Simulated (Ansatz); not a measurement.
## TaSi$_{2}$: strain energy, fitted

TaSi$_{2}$, P6_422, a = 4.761 Å, c = 6.556 Å. The structure is a COD entry; whether it is the stable form wasn't checked. Ansatz: PBEsol, PAW, 420 eV, Γ-centred 12×12×6 mesh on 9 atoms, Gaussian smearing 0.10 eV; no spin polarisation. Series: biaxial strain in the a-b plane, c and atoms relaxed; x is the strain in per cent. y is the free energy over the unstrained cell, V0 = 14.300 Å³/atom.

| x (%) | y (meV/atom) |
| --- | --- |
| -4.0 | 66.30 |
| -2.0 | ? |
| 0.0 | 0.00 |
| 2.0 | 13.97 |
| 4.0 | 53.37 |

Problem. Fit y = c2 x² + c3 x³ to the other rows, turn c2 into a modulus, and predict the missing energy.

Solution. Least squares on the rows shown. y = 3.7383 x² − 0.10119 x³. In eV per unit strain² c2 is 37.38; M is the biaxial modulus (E = M V0 ε²): 37.38 × 160.2 / (14.300) = 419 GPa. At x = -2.0 the fit asked for gives 15.76 meV/atom. The run gave 15.74 meV/atom, so the fit is 0.02 meV/atom too high, within the rms miss on the fitted rows (0.10 meV/atom).

Spin–orbit coupling is left out, which can shift energies with elements as heavy as these.